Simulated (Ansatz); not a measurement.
**Every step of a relaxation of Zn (beta tin type)**

DFT, PBE, PAW with Ansatz's default frozen-core files, scalar-relativistic (Ansatz 0.2.0); a Γ-centred 16×16×16 k mesh, Fermi–Dirac smearing of 0.1 eV, no spin polarisation. The run relaxes shape and atoms at held volume.

Command: `ansatz run input.yaml --threads 1 --pin off --max-ram 2048MiB --backend cpu --events-out ev --progress --plain --runs-dir out` It took 29 s on 1 thread of Arm Neoverse V2, with other jobs on the host, peak memory 0.4 GiB.

PAW: frozen-core files, cutoff 420 eV; forces are relaxed below 0.005 eV/Å.

Each step lists its free energy a cell above the last geometry, the pressure, the cell vectors (Å), and Cartesian positions (Å) with forces (eV/Å).

The first step:

```
step 1  dF = 22.90 meV  P = 67.4 GPa
  cell -2.2543 2.2543 1.1086  2.2543 -2.2543 1.1086  2.2543 2.2543 -1.1086
  Zn 0.0000 -1.1272 -0.2772   0.0000 0.0000 0.0000
  Zn 0.0000 1.1272 0.2772   0.0000 0.0000 0.0000
```

Question: Where does the relaxation end, and by which steps?

Answer: After 4 geometries, with conventional a, b, c = 4.459, 4.459, 2.266 Å, at 11.268 Å³/atom and 66.3 GPa in space group I4_1/amd, with a shortest distance of 2.266 Å. The further steps:
```
step 2  dF = 7.04 meV  P = 66.8 GPa
  cell -2.2436 2.2436 1.1192  2.2436 -2.2436 1.1192  2.2436 2.2436 -1.1192
  Zn 0.0000 -1.1218 -0.2798   0.0000 0.0000 0.0000
  Zn 0.0000 1.1218 0.2798   0.0000 0.0000 0.0000
step 3  dF = 0.13 meV  P = 66.4 GPa
  cell -2.2315 2.2315 1.1314  2.2315 -2.2315 1.1314  2.2315 2.2315 -1.1314
  Zn 0.0000 -1.1158 -0.2828   0.0000 0.0000 0.0000
  Zn 0.0000 1.1158 0.2828   0.0000 0.0000 0.0000
step 4  dF = 0.00 meV  P = 66.3 GPa
  cell -2.2297 2.2297 1.1332  2.2297 -2.2297 1.1332  2.2297 2.2297 -1.1332
  Zn 0.0000 -1.1149 -0.2833   0.0000 0.0000 0.0000
  Zn 0.0000 1.1149 0.2833   0.0000 0.0000 0.0000
step 5  dF = -0.11 meV  P = 66.3 GPa  (same geometry on a basis chosen anew; earlier energies don't compare to the last digit)
  cell -2.2297 2.2297 1.1332  2.2297 -2.2297 1.1332  2.2297 2.2297 -1.1332
  Zn 0.0000 -1.1149 -0.2833   0.0000 0.0000 0.0000
  Zn 0.0000 1.1149 0.2833   0.0000 0.0000 0.0000
```
